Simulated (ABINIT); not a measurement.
An input for ABINIT 10.8.3 (SiC (F-43m)):

```
acell 3*1.0 Angstrom
rprim 
  -0.000000000000 2.179000000000 2.179000000000
  2.179000000000 0.000000000000 2.179000000000
  2.179000000000 2.179000000000 -0.000000000000
ntypat 2
znucl 14 6
natom 2
typat 1 2
xred 
  0.000000000000 0.000000000000 0.000000000000
  0.250000000000 0.250000000000 0.250000000000
pp_dirpath "pseudos"
pseudos "Si.upf, C.upf"
ecut 37
ngkpt 6 6 6
nshiftk 1
shiftk 0 0 0
kptopt 1
chksymbreak 0
istwfk *1
occopt 1
irdwfk 1
optdriver 3
nband 99
ecuteps 8
inclvkb 2
awtr 1
symchi 1
irdqps 1
gwcalctyp 28
nqptdm 15
qptdm 
  0.1666666667 0.0000000000 0.0000000000
  0.3333333333 0.0000000000 0.0000000000
  0.5000000000 0.0000000000 0.0000000000
  0.1666666667 0.1666666667 0.0000000000
  0.3333333333 0.1666666667 0.0000000000
  0.5000000000 0.1666666667 0.0000000000
  -0.3333333333 0.1666666667 0.0000000000
  -0.1666666667 0.1666666667 0.0000000000
  0.3333333333 0.3333333333 0.0000000000
  0.5000000000 0.3333333333 0.0000000000
  -0.3333333333 0.3333333333 0.0000000000
  0.5000000000 0.5000000000 0.0000000000
  0.5000000000 0.3333333333 0.1666666667
  -0.3333333333 0.3333333333 0.1666666667
  -0.3333333333 0.5000000000 0.1666666667
indata_prefix "in"
outdata_prefix "out"
tmpdata_prefix "tmp"
```

```sh
OMP_NUM_THREADS=1 mpirun -n 8 abinit run.abi > log; mrgscr < mrgscr.stdin
```

Q: Estimate wall time and host memory on 8 MPI ranks of AMD EPYC 7R43, shared host.

It took 19 s; on shared hardware allow 9.4 s to 38 s. Peak host memory was 1.1 GiB.

[Paths, hosts, dates, memory and timing lines, banners, echoed tables and standing remarks are left out of the program output.]

[Logs are printed without paths, hosts, clocks, repeated set-up lines and the standing remarks that a program may print on its own settings, such as how far it seeks lower states.]

[Runs of the session that timed out or met a known fault of the program may be left out.]

[Hosts, paths, dates, database ids (printed as entryN), source tags and the programs' standing remarks are cut or masked in the printed files.]

[G0W0 gaps are taken among the corrected bands and points alone; a level outside them can change the order at an edge.]

[Where Ansatz stands beside ABINIT at settings called matched, ABINIT's density can come from a denser mesh and the files from another edition; pairs whose starting gaps differed by over 0.03 eV were left out, so agreement reads better than it is.]
